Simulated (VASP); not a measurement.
A run of VASP 6.6.1:

The input INCAR:

```
ALGO = Normal
EDIFF = 1E-7
EDIFFG = -0.01
ENCUT = 600
GGA = CA
IBRION = 2
ISIF = 4
ISMEAR = 0
LASPH = T
LCHARG = F
LREAL = F
LWAVE = F
NELM = 80
NSW = 40
PREC = Accurate
SIGMA = 0.03
```

KPOINTS

```
k-points
0
Gamma
  12 12 6
```

The input POSCAR:

```
AlN                                     
1.0
    3.0705417300      0.0000000000      0.0000000000
   -1.5352708650      2.6591671416     -0.0000000000
    0.0000000000      0.0000000000      4.9147092793
  Al              N             
     2     2
Direct
     0.3333333332999970    0.6666666667000030    0.9990259567857883
     0.6666666667000030    0.3333333332999970    0.4990259567857884
     0.3333333332999970    0.6666666667000030    0.3809740432142142
     0.6666666667000030    0.3333333332999970    0.8809740432142142
```

Potentials or basis: VASP PAW LDA potentials, release 64 (Al, N).

Run with:

```bash
$ cat potpaw_LDA.64/Al/POTCAR potpaw_LDA.64/N/POTCAR > POTCAR
$ mpirun -np 1 vasp_std > vasp.out
```

Hardware: 1 thread of Intel(R) Xeon(R) 6975P-C (Granite Rapids), with other jobs on the host.

Task: How long does it take, and how much memory?

Result: Wall time 39 s on 1 thread of Intel(R) Xeon(R) 6975P-C (Granite Rapids), with other jobs on the host, peak memory 0.18 GiB. Counts: scf iterations 32, k points 76, ion steps 5.
